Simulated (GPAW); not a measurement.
Runs of GPAW 26.7.0 on Ni. The structure is cubic, space group Im-3m (No. 229). Conventional cell: a = 2.767 Å, b = 2.767 Å, c = 2.767 Å, α = 90.00°, β = 90.00°, γ = 90.00°. Around Ni (site symmetry m-3m) lie 8 Ni at 2.40 Å. This isn't the form of Ni at room conditions, which is fcc.

```csv
task,cell,maxiter,convergence,lines,response ecut,response k mesh,gap on the mesh (eV),moment (μB)
single point,"Im-3m, 10.6 Å³/atom",120,default,-,-,-,none,0.57
magnons,"Im-3m, 10.39 Å³/atom",150,-,2,150 eV,14 × 14 × 14,none,0.54
magnons,"Im-3m, 9.96 Å³/atom",150,-,2,150 eV,14 × 14 × 14,none,(a)
magnons,"Im-3m, 10.17 Å³/atom",150,-,2,150 eV,14 × 14 × 14,none,0.50
```

Alike in all rows: level LDA; potentials or basis the program's PAW data sets (release 1.2.1) made for this functional, pw; spin collinear, ferromagnetic start; k mesh 11 × 11 × 11; cutoff (eV) 450; smearing fermi-dirac 0.05 eV.

Task: Estimate the missing entries.

Result: (a) 0.45.

Caveats: the stock nickel data set gives pressures a few GPa off other programs; the number of bands moves the energies at small q by some ten meV (some runs); the exchange constants hang on this mesh and on the site radius (some runs); magnon energies are noisy on this mesh (some runs); the cutoff is short for stress and forces, so pressures can be off by a GPa or more (some runs).

A gap of «none» marks a metal or a gap under the smearing width.
